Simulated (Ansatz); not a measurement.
Wanted: the native input for an Ansatz 0.2.0 run.

| Property | Result |
| --- | --- |
| Task | density of states |
| Functional | LDA |
| Potentials or basis | Ansatz PAW |
| Cutoff | 420 eV (not typed: the program's choice for these potentials) |
| k mesh | 10 × 10 × 10 |
| Occupations | fermi-dirac, width 0.05 eV |
| Spin | no spin polarisation |

The system is ZrN.

```
CELL_PARAMETERS angstrom
0.00000 2.26892 2.26892
2.26892 0.00000 2.26892
2.26892 2.26892 0.00000
ATOMIC_POSITIONS crystal
Zr 0.50000 0.50000 0.50000
N 0.00000 0.00000 0.00000
```

The cell isn't the ideal one: volume scaled by 0.96.

These files were run (other wordings do the same):

input.yaml

```yaml
crystal:
  lattice:
    - [0.0, 2.2689151084, 2.2689151084]
    - [2.2689151084, 0.0, 2.2689151084]
    - [2.2689151084, 2.2689151084, 0.0]
  atoms:
    - { symbol: Zr, position: [0.5, 0.5, 0.5] }
    - { symbol: "N", position: [0.0, 0.0, 0.0] }
hamiltonian:
  xc: lda
  pseudopotentials: { kind: paw, core: small }
kpoints:
  mp_grid: { grid: [10, 10, 10] }
scf:
  occupations: { method: fermi_dirac, width: 0.05 }
  n_extra_bands: 6
output:
  forces: true
  stress: true
  eigenvalues: true
  dos: { projected: false, de: 0.05, nscf_kmesh: { grid: [15, 15, 15] } }
```

Potentials or basis: Ansatz PAW.

The run is started by

```bash
$ ansatz run input.yaml --threads 1 --pin off --max-ram 2560MiB --backend cpu --events-out ev --progress --plain --runs-dir out
```

Results of the run:

| Quantity | Value |
| --- | --- |
| Pressure | -2.4 GPa |
| Band gap on the k mesh | none (metal or under the smearing width) |
| Density of states at the Fermi level | 0.65 states/eV per cell |

Caveat: the pressure holds a Pulay correction of +0.5 GPa for the finite cutoff; the PAW data sets come from PBE, with cores solved anew for the run's functional, which leaves a small shift of forces and pressure.

Wall time 2.4 s on 1 thread of Arm Neoverse V1, with other jobs on the host, peak memory 0.27 GiB.
